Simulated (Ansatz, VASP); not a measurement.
## BP in VASP and in Ansatz

The input POSCAR:

```
BP
1.0
    0.0000000000      2.2229493555      2.2868380549
    2.2229493555      0.0000000000      2.2868380549
    2.2229493555      2.2229493555      0.0000000000
B P
1 1
Direct
    0.0000000000      0.0000000000      0.0000000000
    0.2500000000      0.2500000000      0.2500000000
```

The input INCAR.step1:

```
SYSTEM = BP
  ALGO = Normal
  EDIFF = 1E-4
  ENCUT = 520
  GGA = PE
  ISMEAR = 0
  LASPH = .TRUE.
  LCHARG = .FALSE.
  LREAL = .FALSE.
  LWAVE = .TRUE.
  NBANDS = 11
  NELM = 80
  PREC = Accurate
  SIGMA = 0.01
```

File INCAR.step2:

```
SYSTEM = BP
  ALGO = Normal
  EDIFF = 1E-6
  ENCUT = 520
  ISIF = 2
  ISMEAR = 0
  ISTART = 1
  LASPH = .TRUE.
  LCHARG = .FALSE.
  LMIXTAU = .TRUE.
  LREAL = .FALSE.
  LWAVE = .FALSE.
  METAGGA = R2SCAN
  NBANDS = 11
  NELM = 80
  PREC = Accurate
  SIGMA = 0.01
```

The input KPOINTS:

```
k-points
0
G
  10 10 10
  0 0 0
```

Input for Ansatz:

```yaml
crystal:
  lattice:
    - [0.0, 2.2229493555, 2.2868380549]
    - [2.2229493555, 0.0, 2.2868380549]
    - [2.2229493555, 2.2229493555, 0.0]
  atoms:
    - { symbol: B, position: [0.0, 0.0, 0.0] }
    - { symbol: P, position: [0.25, 0.25, 0.25] }
kpoints:
  mp_grid: { grid: [10, 10, 10] }
  band_path:
    path:
      - [0.0, 0.0, 0.0]
      - [-0.5, -0.5, 0.0]
      - [-0.375, -0.375, 0.25]
      - [-0.375, 0.0, 0.375]
      - [0.0, 0.0, 0.5]
      - [-0.5, -0.25, 0.25]
      - [0.0, 0.416667, 0.416667]
    npoints: 1
hamiltonian:
  xc: r2scan
scf:
  occupations: { method: fixed }
  n_extra_bands: 4
output:
  forces: true
  stress: true
  eigenvalues: true
```

Change from the starting cell: epitaxial_xy strain -2.0%.

Alike in both runs: task single point; functional r2SCAN; k mesh 10 × 10 × 10; no spin polarisation.

```csv
,VASP,Ansatz
version,VASP 6.6.1,Ansatz 0.2.0
potentials or method,"VASP PAW PBE potentials, release 64 (B, P)","plane waves, PAW"
plane-wave cutoff (eV),520,500
occupations,"gaussian, width 0.01 eV",fixed
valence electrons in the cell,8,8
```

|  | VASP | Ansatz | Ansatz less VASP |
| --- | --- | --- | --- |
| gap on the k mesh at the Fermi level (eV) | 1.17 | 1.14 | -0.029 |
| pressure (GPa) | 5.2 | 5.8 | +0.54 |
| largest component of the traceless stress (GPa) | 5.84 | 5.81 | -0.026 |

Caveats: the PAW data sets were made with another functional, which shifts forces and pressure a little (VASP). A k mesh can miss the band edges.
